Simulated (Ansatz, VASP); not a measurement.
## One calculation of Na, two programs

The input INCAR:

```
SYSTEM = Na
ALGO     = Normal         ! electronic algorithm
EDIFF    = 1E-6           ! SCF threshold, eV
ENCUT    = 520            ! plane-wave cutoff, eV
GGA      = PE             ! functional
ISIF     = 2              ! what is computed and relaxed
ISMEAR   = 0              ! smearing method
LASPH    = .TRUE.         ! aspherical terms in the spheres
LCHARG   = .TRUE.         ! write CHGCAR
LELF     = .TRUE.         ! ELF
LREAL    = .FALSE.        ! projectors in reciprocal space
LVHAR    = .TRUE.       
LWAVE    = .FALSE.        ! write WAVECAR
NBANDS   = 10             ! bands
NELM     = 100            ! most SCF steps
PREC     = Accurate       ! precision mode
SIGMA    = 0.1            ! smearing width, eV
```

File KPOINTS:

```
k-points
0
G
  14 14 14
  0 0 0
```

POSCAR

```
Na
1.0
   -2.0300740862      2.0300740862      2.0300740862
    2.0300740862     -2.0300740862      2.0300740862
    2.0300740862      2.0300740862     -2.0300740862
Na
1
Direct
    0.0000000000      0.0000000000      0.0000000000
```

Input for Ansatz:

```yaml
crystal:
  lattice:
    - [-2.0300740862, 2.0300740862, 2.0300740862]
    - [2.0300740862, -2.0300740862, 2.0300740862]
    - [2.0300740862, 2.0300740862, -2.0300740862]
  atoms:
    - { symbol: Na, position: [0.0, 0.0, 0.0] }
basis:
  ecutwfc: 420
kpoints:
  mp_grid: { grid: [14, 14, 14] }
hamiltonian:
  xc: pbe
scf:
  occupations: { method: gaussian, width: 0.1 }
output:
  forces: true
  stress: true
  eigenvalues: true
```

Alike in both runs: task single point; functional PBE; k mesh 14 × 14 × 14; occupations gaussian, width 0.1 eV; no spin polarisation.

```csv
,VASP,Ansatz
version,VASP 6.6.1,Ansatz 0.2.0
potentials or method,"VASP PAW PBE potentials, release 64 (Na_pv)","scalar-relativistic, plane waves, PAW"
plane-wave cutoff (eV),520,420
valence electrons in the cell,7,9
```

|  | VASP | Ansatz | Ansatz less VASP |
| --- | --- | --- | --- |
| gap on the k mesh at the Fermi level (eV) | none | none | - |
| pressure (GPa) | 0.9 | 0.9 | +0.04 |

A gap of «none» marks a metal or a gap that the smearing closes. The two sets of potentials don't hold the same shells in valence.
